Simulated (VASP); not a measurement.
# Cd2S (P3m1) in VASP: a series of runs, part 2 of 2

VASP 6.6.1.

## 8. G0W0 quasiparticle levels, PBEsol

This run uses another cell than the first one, of 26.33 Å³/atom, 1.076 times its volume.

Input file POSCAR:

```
Cd2S
1.0
    3.9626700490      0.0000000000      0.0000000000
   -1.9813350245      3.4317729293      0.0000000000
    0.0000000000      0.0000000000      5.8091920000
Cd S
2 1
Direct
    0.3333333333      0.6666666667      0.9327170000
    0.6666666667      0.3333333333      0.5787350000
    0.3333333333      0.6666666667      0.3657050000
```

Input file INCAR.step1:

```
SYSTEM = Cd2S
PREC = Accurate
ENCUT = 450
EDIFF = 1E-8
ISMEAR = 0
SIGMA = 0.01
LREAL = .FALSE.
LASPH = .TRUE.
NELM = 80
ALGO = Fast
LWAVE = .TRUE.
LCHARG = .FALSE.
GGA = PS
```

Input file INCAR.step2:

```
SYSTEM = Cd2S
PREC = Accurate
ENCUT = 450
EDIFF = 1E-8
ISMEAR = 0
SIGMA = 0.01
LREAL = .FALSE.
LASPH = .TRUE.
NELM = 1
ALGO = Exact
LWAVE = .TRUE.
LCHARG = .FALSE.
GGA = PS
NBANDS = 208
LOPTICS = .TRUE.
ISTART = 1
```

Input file INCAR.step3:

```
SYSTEM = Cd2S
PREC = Accurate
ENCUT = 450
EDIFF = 1E-8
ISMEAR = 0
SIGMA = 0.01
LREAL = .FALSE.
LASPH = .TRUE.
ALGO = EVGW0
LWAVE = .FALSE.
LCHARG = .FALSE.
GGA = PS
NELMGW = 1
NBANDS = 208
ENCUTGW = 150
NOMEGA = 64
PRECFOCK = Fast
ISTART = 1
NBANDSGW = 23
```

Input file KPOINTS:

```
regular mesh
0
G
  3 3 2
  0 0 0
```

Potentials or basis: VASP PAW PBE potentials, release 64 (Cd_GW, S_GW).

Command:

```bash
$ cat potpaw_PBE.64/Cd_GW/POTCAR potpaw_PBE.64/S_GW/POTCAR > POTCAR
$ cp INCAR.step1 INCAR
$ mpirun -np 1 vasp_std > vasp.out
$ cp INCAR.step2 INCAR
$ mpirun -np 1 vasp_std > vasp.out
$ cp INCAR.step3 INCAR
$ mpirun -np 1 vasp_std > vasp.out
```

OUTCAR:

```text
SYSTEM = Cd2S
   PREC = Accurate
   ENCUT = 450
   EDIFF = 1E-8
   ISMEAR = 0
   LREAL = .FALSE.
   LASPH = .TRUE.
   GGA = PS
   NELMGW = 1
   ENCUTGW = 150
   PRECFOCK = Fast
   ISTART = 1

 ion  position               nearest neighbor table
   1  0.333  0.667  0.933-   3 2.52   2 3.08   2 3.08   2 3.08
   2  0.667  0.333  0.579-   3 2.60   3 2.60   3 2.60   1 3.08   1 3.08   1 3.08
   3  0.333  0.667  0.366-   1 2.52   2 2.60   2 2.60   2 2.60

  LATTYP: Found a hexagonal cell.
 ALAT       =     3.9626700490
 C/A-ratio  =     1.4659792332

  Lattice vectors:

 A1 = (   3.9626700490,   0.0000000000,   0.0000000000)
 A2 = (  -1.9813350245,   3.4317729293,   0.0000000000)
 A3 = (   0.0000000000,   0.0000000000,   5.8091920000)

Analysis of symmetry for initial positions (statically):
=====================================================================
 Subroutine PRICEL returns:
 Original cell was already a primitive cell.

 Routine SETGRP: Setting up the symmetry group for a
 hexagonal supercell.

 Subroutine GETGRP returns: Found  6 space group operations
 (whereof  6 operations were pure point group operations)
 out of a pool of 24 trial point group operations.

The static configuration has the point symmetry C_3v.

Analysis of symmetry for dynamics (positions and initial velocities):
=====================================================================
 Subroutine PRICEL returns:
 Original cell was already a primitive cell.

 Routine SETGRP: Setting up the symmetry group for a
 hexagonal supercell.

 Subroutine GETGRP returns: Found  6 space group operations
 (whereof  6 operations were pure point group operations)
 out of a pool of 24 trial point group operations.

The dynamic configuration has the point symmetry C_3v.

 Subroutine INISYM returns: Found  6 space group operations
 (whereof  6 operations are pure point group operations),
 and found     1 'primitive' translations

----------------------------------------------------------------------------------------

                                     Primitive cell

  volume of cell :      78.9991

  direct lattice vectors                    reciprocal lattice vectors
     3.962670049  0.000000000  0.000000000     0.252355101  0.145697285  0.000000000
    -1.981335025  3.431772929  0.000000000     0.000000000  0.291394571  0.000000000
     0.000000000  0.000000000  5.809192000     0.000000000  0.000000000  0.172140979

  length of vectors
     3.962670049  3.962670049  5.809192000     0.291394571  0.291394571  0.172140979

  position of ions in fractional coordinates (direct lattice)
     0.333333333  0.666666667  0.932717000
     0.666666667  0.333333333  0.578735000
     0.333333333  0.666666667  0.365705000

  ion indices of the primitive-cell ions
   primitive index   ion index
                 1           1
                 2           2
                 3           3

----------------------------------------------------------------------------------------

 KPOINTS: regular mesh

Automatic generation of k-mesh.
 Grid dimensions read from file:
 generate k-points for:    3    3    2

 Generating k-lattice:

  Cartesian coordinates                     Fractional coordinates (reciprocal lattice)
     0.084118367  0.048565762  0.000000000     0.333333333 -0.000000000  0.000000000
     0.000000000  0.097131524  0.000000000     0.000000000  0.333333333  0.000000000
     0.000000000  0.000000000  0.086070490     0.000000000  0.000000000  0.500000000

  Length of vectors
     0.097131524  0.097131524  0.086070490

  Shift w.r.t. Gamma in fractional coordinates (k-lattice)
     0.000000000  0.000000000  0.000000000

 Subroutine IBZKPT returns following result:
 ===========================================

 Found      6 irreducible k-points:

 Following reciprocal coordinates:
            Coordinates               Weight
  0.000000  0.000000  0.000000      1.000000
  0.333333 -0.000000  0.000000      6.000000
  0.333333  0.333333  0.000000      2.000000
  0.000000  0.000000  0.500000      1.000000
  0.333333 -0.000000  0.500000      6.000000
  0.333333  0.333333  0.500000      2.000000
   k-points           NKPTS =      6   k-points in BZ     NKDIM =     18   number of bands    NBANDS=    208
   number of dos      NEDOS =    301   number of ions     NIONS =      3
   total plane-waves  NPLWV =  31360
   dimension x,y,z NGX =    28 NGY =   28 NGZ =   40
   dimension x,y,z NGXF=    56 NGYF=   56 NGZF=   80
   ions per type =               2   1
   NGX,Y,Z   is equivalent  to a cutoff of  11.75, 11.75, 11.45 a.u.
   NGXF,Y,Z  is equivalent  to a cutoff of  23.49, 23.49, 22.89 a.u.
 SYSTEM =  Cd2S
   PREC   = accura    normal or accurate (medium, high low for compatibility)
   ISTART =      1    job   : 0-new  1-cont  2-samecut
   ICHARG =      0    charge: 1-file 2-atom 10-const
   ISPIN  =      1    spin polarized calculation?
   LNONCOLLINEAR =      F non collinear calculations
   LSORBIT =      F    spin-orbit coupling
   LASPH  =      T    aspherical Exc in radial PAW
   ENCUT  =  450.0 eV  33.07 Ry    5.75 a.u.   6.85  6.85 10.05*2*pi/ulx,y,z
   NELM   =     60;   NELMIN=  2; NELMDL=  0     # of ELM steps
   EDIFF  = 0.1E-07   stopping-criterion for ELM
   LREAL  =      F    real-space projection
   EDIFFG = 0.1E-06   stopping-criterion for IOM
   NSW    =      0    number of steps for IOM
   IBRION =     -1    ionic relax: 0-MD 1-quasi-New 2-CG
   NFREE  =      0    steps in history (QN), initial steepest desc. (CG)
   ISIF   =      0    stress and relaxation
   ISYM   =      3    0-nonsym 1-usesym 2-fastsym
   POTIM  = 0.5000    time-step for ionic-motion
   TEBEG  =    0.0;   TEEND  =   0.0 temperature during run
   PSTRESS=    0.0 pullay stress
   NELECT =      30.0000    total number of electrons
   NUPDOWN=      -1.0000    fix difference up-down
   EMIN   =  10.00;   EMAX   =-10.00  energy-range for DOS
   EFERMI =   0.00;   METHOD = LEGACY
   ISMEAR =     0;   SIGMA  =   0.01  broadening in eV -4-tet -1-fermi 0-gaus
   EFERMI_NEDOS =   21; number of points for ismear=-14 and -15
   IALGO  =     38    algorithm
   IMIX   =      4    mixing-type and parameters
     AMIX     =   0.40;   BMIX     =  1.00
     AMIX_MAG =   1.60;   BMIX_MAG =  1.00
  volume/ion in A,a.u.               =      26.33       177.70
  Fermi-wavevector in a.u.,A,eV,Ry     =   1.185517  2.240303 19.122322  1.405451
  Thomas-Fermi vector in A             =   2.321709
   LORBIT       =      0    0 simple, 1 ext, 2 COOP (PROOUT), +10 PAW based schemes
   GGA     = PS    functional components
   LHFCALC =     T    Hartree Fock is set to
   PRECFOCK=fast      Normal, Fast or Accurate (Low or Medium for compatibility)
   ENCUT4O =  -1.0   cutoff for four orbital integrals eV
   NKREDX  =     1    reduce k-point grid by
   NKREDY  =     1    reduce k-point grid by
   NKREDZ  =     1    reduce k-point grid by
   AEXX    =    1.0000 exact exchange contribution
   HFSCREEN=    0.0000 screening length (either q_TF or 0.3 A-1)
   HFSCREENC=   0.0000 screening length for correlation (either q_TF or 0.3 A-1)
   ENCUTFOCK=  -1.0 apply spherical cutoff to Coloumb kernel
   IVDW    =     0    specifies the selected vdW correction
   LEPSILON=     F    determine dielectric tensor
   LRPA    =     F    only Hartree local field effects (RPA)
   LRPAFORCE           =     F    calculate RPA forces
   ENCUTGW             = 150.0    cutoff for response function in eV
   ENCUTGWSOFT         = 120.0    soft cutoff for Coulomb kernel in GW response function in eV
   ENCUTLF             =  -1.0    cutoff for local field effects
   NELMGW              =     1    number of iterations in solving QP/BSE equation
   NELMHF              =     1    number of iterations in the inner HF iteration
   NKREDLFX            =     1    NKREDLFY  =   1   NKREDLFZ  =   1
 non-spin polarized calculation
 Gauss-broadening in eV      SIGMA  =   0.01
  energy-cutoff  :      450.00
  volume of cell :       79.00
 maximum number of plane-waves:      1731
 NGX is ok and might be reduce to    28
  NGX = 16; NGY = 16; NGZ = 24
   NGX = 13   NGY = 13   NGZ = 21
 maximum number of plane-waves:       336

 QP shifts <psi_nk| G(iteration)W_0 |psi_nk>: iteration 1
 for sc-GW calculations column KS-energies equals QP-energies in previous step
 and V_xc(KS)=  KS-energies - (<T + V_ion + V_H > + <T+V_H+V_ion>^1  + <V_x>^1)

 k-point   1 :       0.0000    0.0000    0.0000
  band No.  KS-energies  QP-energies   sigma(KS)   V_xc(KS)     V^pw_x(r,r')   Z            occupation Imag(sigma)

      1      -9.7144      -9.7756     -13.1864     -13.0783     -20.9039       0.5659       2.0000       1.0370
      2      -5.3852      -6.7198     -17.4197     -15.2995     -23.0904       0.6295       2.0000       0.2681
      3      -5.3852      -6.7198     -17.4197     -15.2995     -23.0904       0.6295       2.0000       0.2681
      4      -5.3110      -6.6685     -17.3765     -15.2580     -23.0345       0.6408       2.0000       0.2861
      5      -5.3110      -6.6685     -17.3765     -15.2580     -23.0345       0.6408       2.0000       0.2861
      6      -5.2122      -6.5134     -17.1043     -15.0599     -22.7264       0.6365       2.0000       0.3228
[... 15 lines left out ...]
     22      12.7237      12.6715      -7.7293      -7.6578      -2.3353       0.7314       0.0000      -0.3846
     23      13.2826      13.5077     -10.0987     -10.3909      -4.6186       0.7703       0.0000      -0.4552

 k-point   2 :       0.3333   -0.0000    0.0000
  band No.  KS-energies  QP-energies   sigma(KS)   V_xc(KS)     V^pw_x(r,r')   Z            occupation Imag(sigma)
[... 109 lines left out ...]
      1      -9.2033      -9.3549     -13.9179     -13.6566     -21.4071       0.5799       2.0000       0.8994
      2      -5.5305      -6.7802     -16.9783     -15.0529     -22.6819       0.6491       2.0000       0.3707
      3      -5.4038      -6.7270     -17.3433     -15.2469     -23.0305       0.6312       2.0000       0.2849
      4      -5.2718      -6.5835     -17.3115     -15.2289     -22.9250       0.6298       2.0000       0.2760
      5      -5.1638      -6.5502     -17.5475     -15.3705     -23.1520       0.6368       2.0000       0.2596
      6      -5.1205      -6.4915     -17.5756     -15.4081     -23.1633       0.6325       2.0000       0.2488
[... 15 lines left out ...]
     22      12.1079      12.2442      -8.8513      -9.0362      -3.6943       0.7371       0.0000      -0.3073
     23      12.5695      12.7596      -9.3174      -9.5772      -3.8618       0.7318       0.0000      -0.3703
```

Wall time 4.7 min (1 thread of Intel Xeon Platinum 8259CL at 2.50GHz (Skylake/Cascade Lake), shared host); peak memory 0.72 GiB.

What came out:

- Band gap on the k mesh, mean-field level: 1.04 eV, indirect (least direct gap 1.25 eV)
- Quasiparticle gap: 1.21 eV
- Least direct quasiparticle gap: 1.36 eV

Levels at points of the mesh, in eV from the valence-band top:
```csv
k point,band 13,band 14,band 15,band 16,band 17,band 18
"(0.00, 0.00, 0.00)",-3.50,-0.51,-0.51,3.28,5.16,6.91
"(0.00, 0.00, 0.50)",-0.43,-0.43,0.00,1.28,4.85,6.51
```

Caveat: the k mesh is coarse (spacing up to 0.61 Å⁻¹), so the values aren't converged; bands, screening cutoff and mesh are small and nothing is extrapolated, so the quasiparticle values aren't converged; the PAW data sets were made with another functional, which shifts forces and pressure a little; an odd mesh through Γ misses points on the zone boundary, where band edges often lie.
